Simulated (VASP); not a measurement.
# Sc, self-consistent run: which settings are enough?

Sc, I4/mmm (no. 139), 1 atom in the cell. PBE; PAW potentials Sc_sv (PBE set). VASP 6.6.1.

Wanted: stress within 0.2 GPa.

What the run is for: stress; Accuracy asked: standard.

POSCAR:
```
Sc
1.0
    0.0000000000      2.2600000000      2.2374000000
    2.2600000000      0.0000000000      2.2374000000
    2.2600000000      2.2600000000      0.0000000000
Sc
1
Direct
    0.0000000000      0.0000000000      0.0000000000
```

The series start from Plane-wave cutoff (eV): 290; Smearing width (eV): 0.07; k-point mesh: 14 × 14 × 14; Precision mode (PREC): Accurate; Electronic threshold (eV): 1e-6; Bands in all (NBANDS): 15; Aspherical gradient terms in the spheres (LASPH): yes; Electronic algorithm: ALGO=Normal; Support grid and gradient cutoff: ADDGRID=False GGA_COMPAT=False; Density mixing: defaults. Each series keeps the choices made before it, and each single choice may use up half of a tolerance.

## Plane-wave cutoff (eV)

| Plane-wave cutoff (eV) | Stress, largest deviation (GPa) | SCF iterations | Time (s) |
|---|---|---|---|
| 180 | 28.56 | 12 | 5.4 |
| 220 | 3.04 | 12 | 6.6 |
| 260 | 0.34 | 12 | 13 |
| 290 | 0.51 | 12 | 13 |
| 340 | 0.43 | 12 | 16 |
| 390 | 0.15 | 12 | 18 |
| 470 | 0.06 | 12 | 18 |
| 590 (reference) | 0.00 | 11 | 41 |

Chosen: 470, the loosest value from which every tighter one stays within half of the tolerance.

## Smearing width (eV)

| Smearing width (eV) | Stress, largest deviation (GPa) | SCF iterations | Time (s) |
|---|---|---|---|
| 0.3 | 0.43 | 11 | 19 |
| 0.2 | 0.19 | 12 | 20 |
| 0.15 | 0.10 | 12 | 20 |
| 0.1 | 0.03 | 12 | 20 |
| 0.07 | 0.01 | 12 | 18 |
| 0.04 (reference) | 0.00 | 12 | 20 |

Chosen: 0.15.

## k-point mesh

| k-point mesh | Stress, largest deviation (GPa) | SCF iterations | Time (s) |
|---|---|---|---|
| 5 × 5 × 5 | 1.06 | 11 | 3.4 |
| 6 × 6 × 6 | 0.18 | 11 | 4.4 |
| 7 × 7 × 7 | 0.08 | 12 | 5.5 |
| 9 × 9 × 9 | 0.05 | 12 | 7.7 |
| 11 × 11 × 11 | 0.03 | 12 | 12 |
| 14 × 14 × 14 | 0.01 | 12 | 20 |
| 17 × 17 × 17 | 0.00 | 12 | 32 |
| 20 × 20 × 20 (reference) | 0.00 | 12 | 46 |

Chosen: 7 × 7 × 7.

## Precision mode (PREC)

| Precision mode (PREC) | Stress, largest deviation (GPa) | SCF iterations | Time (s) |
|---|---|---|---|
| Low | 0.06 | 12 | 3.8 |
| SingleN | 0.06 | 12 | 3.6 |
| Normal | 0.00 | 12 | 3.9 |
| Accurate (reference) | 0.00 | 12 | 5.5 |

Chosen: Low.

## Electronic threshold (eV)

| Electronic threshold (eV) | Stress, largest deviation (GPa) | SCF iterations | Time (s) |
|---|---|---|---|
| 0.001 | 0.23 | 9 | 3.1 |
| 0.0001 | 0.23 | 10 | 3.2 |
| 1e-5 | 0.02 | 11 | 3.6 |
| 1e-6 | 0.00 | 12 | 3.8 |
| 1e-7 | 0.00 | 13 | 4.0 |
| 1e-8 (reference) | 0.00 | 15 | 4.5 |

Chosen: 1e-5.

## Bands in all (NBANDS)

| Bands in all (NBANDS) | Stress, largest deviation (GPa) | SCF iterations | Time (s) |
|---|---|---|---|
| 7 | 0.00 | 11 | 2.4 |
| 8 | 0.00 | 11 | 2.7 |
| 10 | 0.01 | 11 | 3.0 |
| 12 | 0.01 | 11 | 3.2 |
| 15 | 0.00 | 11 | 3.6 |
| 24 (reference) | 0.00 | 11 | 4.7 |

Chosen: 7.

## Aspherical gradient terms in the spheres (LASPH)

| Aspherical gradient terms in the spheres (LASPH) | Stress, largest deviation (GPa) | SCF iterations | Time (s) |
|---|---|---|---|
| yes | 0.00 | 11 | 2.4 |
| no | 0.00 | 11 | 1.8 |

Chosen: yes; no other choice that stays within half of the tolerance saves 30 % of the time.

## Electronic algorithm

| Electronic algorithm | Stress, largest deviation (GPa) | SCF iterations | Time (s) |
|---|---|---|---|
| ALGO=Normal | 0.00 | 11 | 2.4 |
| ALGO=Fast | 0.11 | 14 | 2.6 |
| ALGO=VeryFast | no result | 120 | 18 |
| ALGO=All ISEARCH=1 | 0.06 | 19 | 4.1 |
| ALGO=All ISEARCH=0 | 0.06 | 19 | 4.0 |
| ALGO=Damped TIME=0.4 | 0.04 | 35 | 4.7 |
| ALGO=Damped TIME=0.1 | 0.02 | 49 | 6.2 |

Chosen: ALGO=Normal.

## Support grid and gradient cutoff

| Support grid and gradient cutoff | Stress, largest deviation (GPa) | SCF iterations | Time (s) |
|---|---|---|---|
| ADDGRID=False GGA_COMPAT=False | 0.00 | 11 | 2.4 |
| ADDGRID=True GGA_COMPAT=False | 0.08 | 11 | 2.8 |
| ADDGRID=False GGA_COMPAT=True | 0.01 | 11 | 2.6 |

Chosen: ADDGRID=False GGA_COMPAT=False.

## Density mixing

| Density mixing | Stress, largest deviation (GPa) | SCF iterations | Time (s) |
|---|---|---|---|
| defaults | 0.00 | 11 | 2.4 |
| AMIX=0.8 | 0.01 | 11 | 2.6 |
| AMIX=0.2 | 0.08 | 11 | 2.7 |
| WC=0 | 0.10 | 11 | 2.6 |
| BMIX=0.5 | 0.01 | 11 | 2.7 |
| MIXPRE=0 | 0.01 | 10 | 2.7 |
| INIMIX=0 | 0.00 | 11 | 2.7 |

Chosen: defaults.

## All choices together

| Input | Stress, largest deviation (GPa) | Time (s) |
|---|---|---|
| the program's defaults (naive) | 1.55 | 1.5 |
| chosen settings | 0.18 | 2.4 |
| reference settings throughout | 0.00 | 168 |

The tolerance is met.

Values of the reference run: Stress: 4.304, 0, 0, 0, 4.304, 0, 0, 0, 4.582 GPa.

## The input

INCAR:
```
SYSTEM = Sc
ADDGRID  = .FALSE.      
ALGO     = Normal         ! electronic algorithm
EDIFF    = 1E-5           ! SCF threshold, eV
ENCUT    = 470            ! plane-wave cutoff, eV
GGA      = PE             ! functional
GGA_COMPAT= .FALSE.      
ISIF     = 2              ! what is computed and relaxed
ISMEAR   = 0              ! smearing method
LASPH    = .TRUE.         ! aspherical terms in the spheres
LCHARG   = .FALSE.        ! write CHGCAR
LREAL    = .FALSE.        ! projectors in reciprocal space
LWAVE    = .FALSE.        ! write WAVECAR
NBANDS   = 7              ! bands
NELM     = 120            ! most SCF steps
PREC     = Low            ! precision mode
SIGMA    = 0.15           ! smearing width, eV
```

KPOINTS:
```
Automatic mesh
0
Gamma
  7 7 7
  0 0 0
```

Commands:
```
cat potpaw_PBE.64/Sc_sv/POTCAR > POTCAR
mpirun -np 1 vasp_std > vasp.out
```

The chosen input took VASP 6.6.1 2.4 s on 1 core (Intel Xeon 6975P-C (Granite Rapids)), a shared host.

## An input that fails: too few electronic steps

The electronic loop stops at its limit of 4 steps.

Changes against the starting input:
```
- NELM = 120
+ NELM = 4
```
